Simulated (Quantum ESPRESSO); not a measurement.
Crystal: In.

```
CELL_PARAMETERS angstrom
3.33548 0.00000 0.00000
-1.66774 2.88861 0.00000
0.00000 0.00000 5.50914
ATOMIC_POSITIONS crystal
In 0.66667 0.33333 0.75000
In 0.33333 0.66667 0.25000
```

This isn't the form of In at room conditions, which is tetragonal.

```yaml
Program: Quantum ESPRESSO 7.5
Task: relaxation of cell and atoms
Functional: PBEsol
Potentials_or_basis: GBRV 1.5 PBEsol
Cutoff: 762 eV
Density_cutoff: 6095 eV
k_mesh: 9 × 9 × 5
Occupations: fermi-dirac, width 0.05 eV
Spin: no spin polarisation
```

At the start: pressure -1.6 GPa; volume 26.54 Å³/atom.

**Question.** How do energy, volume and symmetry change on relaxing?

**Answer.** Over 17 steps the energy falls by 4.4 meV/atom and the volume is 25.55 Å³/atom (-3.7 %); space group P6_3/mmc (No. 194, to 0.05 Å).

The path:
| step | energy change (eV) | largest force (eV/Å) | pressure (GPa) | volume (Å³) |
| --- | --- | --- | --- | --- |
| 1 | 0.0000 | 0.0000 | -1.58 | 53.08 |
| 2 | -0.0017 | 0.0000 | -1.42 | 52.87 |
| 3 | -0.0043 | 0.0000 | -1.16 | 52.48 |
| 4 | -0.0069 | 0.0000 | -0.75 | 51.94 |
| 5 | -0.0081 | 0.0000 | -0.26 | 51.32 |
| 6 | -0.0075 | 0.0000 | 0.29 | 50.69 |
| 7 | -0.0075 | 0.0000 | 0.28 | 50.70 |
| 8 | -0.0076 | 0.0000 | 0.27 | 50.72 |
| 9 | -0.0077 | 0.0000 | 0.25 | 50.74 |
| 10 | -0.0079 | 0.0000 | 0.20 | 50.78 |
| 11 | -0.0080 | 0.0000 | 0.17 | 50.81 |
| 12 | -0.0082 | 0.0000 | 0.13 | 50.86 |
| 13 | -0.0083 | 0.0000 | 0.08 | 50.90 |
| 14 | -0.0085 | 0.0000 | 0.04 | 50.95 |
| 15 | -0.0086 | 0.0000 | -0.02 | 51.01 |
| 16 | -0.0087 | 0.0000 | -0.06 | 51.06 |
| 17 | -0.0087 | 0.0000 | -0.11 | 51.10 |

Final structure:
```cif
data_structure
_symmetry_space_group_name_H-M 'P 1'
_symmetry_Int_Tables_number 1
_cell_length_a 3.3074
_cell_length_b 3.3074
_cell_length_c 5.3941
_cell_angle_alpha 90.000
_cell_angle_beta 90.000
_cell_angle_gamma 120.000
_cell_volume 51.10
loop_
_atom_site_label
_atom_site_type_symbol
_atom_site_fract_x
_atom_site_fract_y
_atom_site_fract_z
_atom_site_occupancy
In1 In 0.66667 0.33333 0.75000 1
In2 In 0.33333 0.66667 0.25000 1
```
